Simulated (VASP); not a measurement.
Crystal: Te.

```
CELL_PARAMETERS angstrom
4.45400 0.00000 0.00000
-2.22700 3.85728 0.00000
0.00000 0.00000 5.92400
ATOMIC_POSITIONS crystal
Te 0.26900 0.00000 0.33333
Te 0.00000 0.26900 0.66667
Te 0.73100 0.73100 0.00000
```

| Item | Value |
| --- | --- |
| Program | VASP 6.6.1 |
| Task | relaxation of cell and atoms |
| Functional | r2SCAN |
| Potentials or basis | VASP PAW PBE potentials, release 64 (Te) |
| Cutoff | 600 eV |
| k mesh | 9 × 9 × 6 |
| Occupations | gaussian, width 0.03 eV |
| Spin | no spin polarisation |

At the start: pressure 0.9 GPa; volume 33.93 Å³/atom.

Task: Where does the relaxation end?

Result: Over 13 steps the energy falls by 7.4 meV/atom and the volume is 36.22 Å³/atom (+6.8 %); space group P3_121 (No. 152, to 0.05 Å).

Step by step:
| step | energy change (eV) | largest force (eV/Å) | pressure (GPa) | volume (Å³) |
| --- | --- | --- | --- | --- |
| 1 | 0.0000 | 0.0602 | 0.91 | 101.78 |
| 2 | -0.0052 | 0.1899 | -0.40 | 104.64 |
| 3 | -0.0060 | 0.1557 | -0.06 | 103.86 |
| 4 | -0.0098 | 0.1346 | -0.05 | 104.34 |
| 5 | -0.0180 | 0.0608 | 0.05 | 105.79 |
| 6 | -0.0185 | 0.1399 | 0.47 | 108.70 |
| 7 | -0.0211 | 0.0335 | 0.24 | 107.26 |
| 8 | -0.0202 | 0.0541 | -0.46 | 109.60 |
| 9 | -0.0217 | 0.0000 | -0.03 | 108.15 |
| 10 | -0.0217 | 0.0018 | -0.04 | 108.20 |
| 11 | -0.0220 | 0.0005 | -0.04 | 108.47 |
| 12 | -0.0221 | 0.0003 | -0.03 | 108.62 |
| 13 | -0.0221 | 0.0009 | 0.00 | 108.67 |

Final structure:
```cif
data_structure
_symmetry_space_group_name_H-M 'P 1'
_symmetry_Int_Tables_number 1
_cell_length_a 4.6066
_cell_length_b 4.6066
_cell_length_c 5.9130
_cell_angle_alpha 90.000
_cell_angle_beta 90.000
_cell_angle_gamma 120.000
_cell_volume 108.67
loop_
_atom_site_label
_atom_site_type_symbol
_atom_site_fract_x
_atom_site_fract_y
_atom_site_fract_z
_atom_site_occupancy
Te1 Te 0.25513 0.00000 0.33333 1
Te2 Te 0.00000 0.25513 0.66667 1
Te3 Te 0.74487 0.74487 0.00000 1
```

Caveat: the PAW data sets were made with another functional, which shifts forces and pressure a little.
